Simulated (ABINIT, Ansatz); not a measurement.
This is a calculation of Ge for ABINIT 10.8.3 (patched build). The given cell was strained at random by a few per cent at fixed volume. This isn't the form of Ge at room conditions, which is diamond.

File run.abi:

```
pp_dirpath "./"
pseudos "Ge.GGA_PBE-JTH.xml"

acell 3*1.0 Angstrom
rprim
     2.6400700000    -0.0332010000    -0.0298520000
    -0.0332010000     2.7560120000    -0.0258190000
    -0.0298520000    -0.0258190000     2.7377650000
ntypat 1
znucl 32
natom 1
typat 1
xred
     0.0127240000     0.0051740000     0.0117070000
chkprim 0
chksymtnons 0
tolsym 1.0e-6

ecut 22.0
pawecutdg 44.0
pawxcdev 0

kptopt 1
ngkpt 10 10 10
nshiftk 1
shiftk 0.0 0.0 0.0

ixc 11

nband 11
occopt 3
tsmear 0.00183747

nstep 100
tolvrs 1.0e-9

iomode 3
prtwf 0
prtden 0
prteig 0
prtebands 0
enunit 2
```

Potentials or basis: JTH PAW PBE v2.0.

Command:

```sh
$ abinit run.abi > log 2>&1
```

Q: What does the same run look like in Ansatz 0.2.0? Potentials or basis there: all-electron LAPW, scalar-relativistic.

A: As run (cutoffs and basis follow the program's own potentials, and thresholds, step limits or extra output files can differ):

File input.yaml:

```yaml
crystal:
  lattice:
    - [2.64007, -0.033201, -0.029852]
    - [-0.033201, 2.756012, -0.025819]
    - [-0.029852, -0.025819, 2.737765]
  atoms:
    - { symbol: Ge, position: [0.012724, 0.005174, 0.011707] }
kpoints:
  mp_grid: { grid: [10, 10, 10] }
scf:
  occupations: { method: fermi_dirac, width: 0.05 }
hamiltonian:
  xc: pbe
  pseudopotentials: { kind: all_electron, lapw: { basis_error: 0.001 } }
output:
  forces: true
  stress: true
  eigenvalues: true
  populations: true
```

Potentials or basis: all-electron LAPW, scalar-relativistic.

Command:

```bash
$ ansatz run input.yaml --threads 1 --pin off --max-ram 3072MiB --backend cpu --events-out ev --progress --plain --runs-dir out
```

Both were run:

|  | ABINIT | Ansatz |
| --- | --- | --- |
| Pressure | -0.5 GPa | 0.0 GPa |

Where Ansatz's input types no cutoff or centring, it takes its own default and a Γ-centred mesh.

Pressure is positive in compression.
